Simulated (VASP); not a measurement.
TiSi2: relaxation of cell and atoms with PBEsol+U

TiSi2:

```
Ti Si
1.0
     0.00000    4.11752    4.26290
     2.38951    0.00000    4.26290
     2.38951    4.11752    0.00000
Ti Si
2 4
Direct
  0.75000 0.75000 0.75000
  0.50000 0.50000 0.50000
  0.41257 0.08743 0.41257
  0.08743 0.41257 0.08743
  0.16257 0.83743 0.16257
  0.83743 0.16257 0.83743
```

The cell is a database's computed one.

```yaml
Program: VASP 6.6.1
Task: relaxation of cell and atoms
Functional: PBEsol
Potentials_or_basis: VASP PAW PBE potentials, release 64 (Ti_sv, Si)
Cutoff: 600 eV
k_mesh: 5 × 5 × 5
Occupations: fermi-dirac, width 0.05 eV
Spin: no spin polarisation
Hubbard_terms: Ti d U = 5 eV
Further_INCAR_settings: ALGO = Normal; EDIFF = 1e-07; IBRION = 2; EDIFFG = -0.01; NSW = 60; ISIF = 3
```

```yaml
Relaxed_volume: 14.40 Å³/atom
Relaxed_cell: a = 5.996 Å, b = 4.947 Å, c = 4.801 Å, α = 75.90°, β = 53.15°, γ = 50.95°
Space_group_after_relaxing_to_0.05_Å: Fddd (No. 70)
Energy_gained_by_relaxing: 8.1 meV/atom
Ionic_steps: 8
Pressure_after_relaxing: 0.0 GPa
Band_gap_on_the_k_mesh: none (metal or under the smearing width)
```

Step by step:
| step | energy change (eV) | largest force (eV/Å) | pressure (GPa) | volume (Å³) |
| --- | --- | --- | --- | --- |
| 1 | 0.0000 | 0.1848 | 4.48 | 83.88 |
| 2 | -0.0072 | 0.1641 | -3.96 | 88.72 |
| 3 | -0.0378 | 0.1729 | -0.19 | 86.38 |
| 4 | -0.0427 | 0.1292 | -0.17 | 86.39 |
| 5 | -0.0481 | 0.0227 | -0.07 | 86.44 |
| 6 | -0.0481 | 0.0130 | -0.06 | 86.44 |
| 7 | -0.0484 | 0.0118 | 0.01 | 86.36 |
| 8 | -0.0485 | 0.0018 | -0.02 | 86.39 |

Final structure:
```xyz
6
Lattice="0.0000 4.1547 4.3228 2.4050 0.0000 4.3228 2.4050 4.1547 0.0000" Properties=species:S:1:pos:R:3 pbc="T T T"
Ti    3.6075    6.2321    6.4843
Ti    2.4050    4.1547    4.3228
Si    1.2025    3.3936    2.1614
Si    1.2025    0.7611    2.1614
Si    2.4050    1.3162    4.3228
Si    2.4050    6.9933    4.3228
```

Levels at points of the mesh, in eV from the Fermi level:
| k point | band 16 | band 17 | band 18 | band 19 | band 20 | band 21 | band 22 | band 23 | band 24 |
| --- | --- | --- | --- | --- | --- | --- | --- | --- | --- |
| (0.00, 0.00, 0.00) | -2.63 | -2.33 | -2.29 | -1.97 | -1.43 | -0.85 | 2.40 | 3.01 | 3.15 |

Eigenvalues of the final occupation matrices:
| site | spin | trace | eigenvalues |
| --- | --- | --- | --- |
| site 1 d | 1 | 0.93 | 0.15 0.18 0.19 0.19 0.22 |
| site 1 d | 2 | 0.93 | 0.15 0.18 0.19 0.19 0.22 |
| site 2 d | 1 | 0.93 | 0.15 0.18 0.19 0.19 0.22 |
| site 2 d | 2 | 0.93 | 0.15 0.18 0.19 0.19 0.22 |

Run time: 9.9 min on 1 thread of Intel(R) Xeon(R) Platinum 8375C CPU @ 2.90GHz (Ice Lake) (shared host), peak memory 0.3 GiB.

Caveat: the PAW data sets were made with another functional, which shifts forces and pressure a little; U without spin polarisation on a metal has little footing; the U is typed as a test and isn't derived for this compound.
